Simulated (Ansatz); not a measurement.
Input of an Ansatz 0.2.0 run:

Contents of input.yaml:

```yaml
crystal:
  lattice:
    - [3.1829541699, 0.0, 0.0]
    - [-1.591477085, 2.7565191702, 0.0]
    - [0.0, 0.0, 28.53221786]
  atoms:
    - { symbol: W, position: [0.6666666667, 0.3333333333, 0.43436168] }
    - { symbol: W, position: [0.6666666667, 0.3333333333, 0.88553378] }
    - { symbol: W, position: [0.0, 0.0, 0.65928643] }
    - { symbol: S, position: [0.6666666667, 0.3333333333, 0.60462521] }
    - { symbol: S, position: [0.0, 0.0, 0.37971025] }
    - { symbol: S, position: [0.0, 0.0, 0.83084828] }
    - { symbol: S, position: [0.6666666667, 0.3333333333, 0.71395221] }
    - { symbol: S, position: [0.0, 0.0, 0.48903042] }
    - { symbol: S, position: [0.0, 0.0, 0.94018573] }
hamiltonian:
  xc: pbe
  pseudopotentials: { kind: paw }
kpoints:
  mp_grid: { grid: [10, 10, 1] }
scf:
  occupations: { method: gaussian, width: 0.015 }
output:
  forces: true
  stress: true
  eigenvalues: true
```

Potentials or basis: Ansatz PAW.

Command:

```sh
$ ansatz run input.yaml --threads 4 --pin off --max-ram 11264MiB --backend cpu --events-out ev --progress --plain --runs-dir out
```

What does it give for the band gap on the k mesh?

1.47 eV, indirect (least direct gap 2.11 eV).

What does it give for the largest force?

0.265 eV/Å.

Forces in eV/Å, atoms in the order of the input:
```
W    0.000  0.000 -0.012
W    0.000  0.000  0.002
W    0.000  0.000  0.004
S    0.000  0.000 -0.206
S    0.000  0.000 -0.265
S    0.000  0.000 -0.200
S    0.000  0.000  0.210
S    0.000  0.000  0.203
S    0.000  0.000  0.264
```

Caveat: spin-orbit coupling is left out, which moves the levels of the heavy elements. A hybrid or GW would open this gap; PBE tends to underestimate it.
